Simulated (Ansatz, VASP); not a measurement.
**One calculation of Mo, two programs**

The input INCAR:

```
SYSTEM = Mo
PREC = Accurate
ENCUT = 520
EDIFF = 1E-7
ISMEAR = 0
SIGMA = 0.1
LREAL = .False.
LASPH = .True.
NELM = 60
ALGO = Normal
ISIF = 2
LWAVE = .False.
LCHARG = .False.
GGA = PE
NBANDS = 13
```

Contents of KPOINTS:

```
regular mesh
0
Gamma
  18 18 18
  0 0 0
```

The input POSCAR:

```
Mo
1.0
    0.0000000000      1.9601792529      1.9601792529
    1.9601792529      0.0000000000      1.9601792529
    1.9601792529      1.9601792529      0.0000000000
Mo
1
Direct
    0.0000000000      0.0000000000      0.0000000000
```

Input for Ansatz:

```yaml
crystal:
  lattice:
    - [0.0, 1.9601792529, 1.9601792529]
    - [1.9601792529, 0.0, 1.9601792529]
    - [1.9601792529, 1.9601792529, 0.0]
  atoms:
    - { symbol: Mo, position: [0.0, 0.0, 0.0] }
basis:
  ecutwfc: 420
kpoints:
  mp_grid: { grid: [18, 18, 18] }
hamiltonian:
  xc: pbe
scf:
  occupations: { method: gaussian, width: 0.1 }
output:
  forces: true
  stress: true
  eigenvalues: true
```

Alike in both runs: task single point; functional PBE; k mesh 18 × 18 × 18; occupations gaussian, width 0.1 eV; no spin polarisation.

|  | VASP | Ansatz |
| --- | --- | --- |
| version | VASP 6.6.1 | Ansatz 0.2.0 |
| potentials or method | VASP PAW PBE potentials, release 64 (Mo_sv) | scalar-relativistic, plane waves, PAW |
| plane-wave cutoff (eV) | 520 | 420 |
| valence electrons in the cell | 14 | 14 |

|  | VASP | Ansatz | Ansatz less VASP |
| --- | --- | --- | --- |
| gap on the k mesh at the Fermi level (eV) | none | none | - |
| pressure (GPa) | 17.4 | 16.8 | -0.61 |

A gap of «none» marks a metal or a gap that the smearing closes. The functional is the same, so the differences come from potentials, cutoffs and numerics.

Caveats: so large a pressure means that the cell lies far from this level's equilibrium, or that cutoff or potentials fall short (VASP).
